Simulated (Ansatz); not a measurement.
SnO2:

```xyz
12
Lattice="5.1753 0.0000 0.0000 0.0000 5.1753 0.0000 0.0000 0.0000 5.1753" Properties=species:S:1:pos:R:3 pbc="T T T"
Sn    0.0000    0.0000    0.0000
Sn    2.5876    0.0000    2.5876
Sn    2.5876    2.5876    0.0000
Sn    0.0000    2.5876    2.5876
O     3.4214    4.3415    0.8337
O     4.3415    0.8337    3.4214
O     0.8337    3.4214    4.3415
O     1.7539    1.7539    1.7539
O     3.4214    3.4214    3.4214
O     4.3415    1.7539    0.8337
O     0.8337    4.3415    1.7539
O     1.7539    0.8337    4.3415
```

Measurements of this composition are mostly on another form, of space group No. 136.

| Quantity | Value |
| --- | --- |
| Program | Ansatz 0.2.0 |
| Task | relaxation of cell and atoms |
| Functional | PBE |
| Dispersion | D3(BJ) |
| Potentials or basis | Ansatz PAW |
| Cutoff | 420 eV (not typed: the program's choice for these potentials) |
| k mesh | 4 × 4 × 4 |
| Occupations | fermi-dirac, width 0.05 eV |
| Spin | no spin polarisation |

At the start: volume 11.55 Å³/atom.

Q: Where does the relaxation end?

A: It ends after 6 steps and the volume is 11.32 Å³/atom (-2.0 %); space group Pa-3 (No. 205, to 0.05 Å).

The path:
```tsv
step	energy change (eV)	largest force (eV/Å)	volume (Å³)
1	0.0000	0.0071	138.61
2	-0.0479	0.0029	135.84
3	-0.0474	0.0003	135.95
4	-0.0344	0.0005	135.95
5	-0.0350	0.0001	135.85
6	-0.0326	0.0001	135.85
```

Final structure:
```cif
data_structure
_symmetry_space_group_name_H-M 'P 1'
_symmetry_Int_Tables_number 1
_cell_length_a 5.1406
_cell_length_b 5.1406
_cell_length_c 5.1406
_cell_angle_alpha 90.000
_cell_angle_beta 90.000
_cell_angle_gamma 90.000
_cell_volume 135.85
loop_
_atom_site_label
_atom_site_type_symbol
_atom_site_fract_x
_atom_site_fract_y
_atom_site_fract_z
_atom_site_occupancy
Sn1 Sn 0.00000 0.00000 0.00000 1
Sn2 Sn 0.50000 0.00000 0.50000 1
Sn3 Sn 0.50000 0.50000 0.00000 1
Sn4 Sn 0.00000 0.50000 0.50000 1
O1 O 0.66020 0.83980 0.16020 1
O2 O 0.83980 0.16020 0.66020 1
O3 O 0.16020 0.66020 0.83980 1
O4 O 0.33980 0.33980 0.33980 1
O5 O 0.66020 0.66020 0.66020 1
O6 O 0.83980 0.33980 0.16020 1
O7 O 0.16020 0.83980 0.33980 1
O8 O 0.33980 0.16020 0.83980 1
```

Caveat: the plane-wave basis is chosen anew once the cell has moved, so the energies of steps on either side of that aren't comparable; the pressure holds a Pulay correction of +0.9 GPa for the finite cutoff.
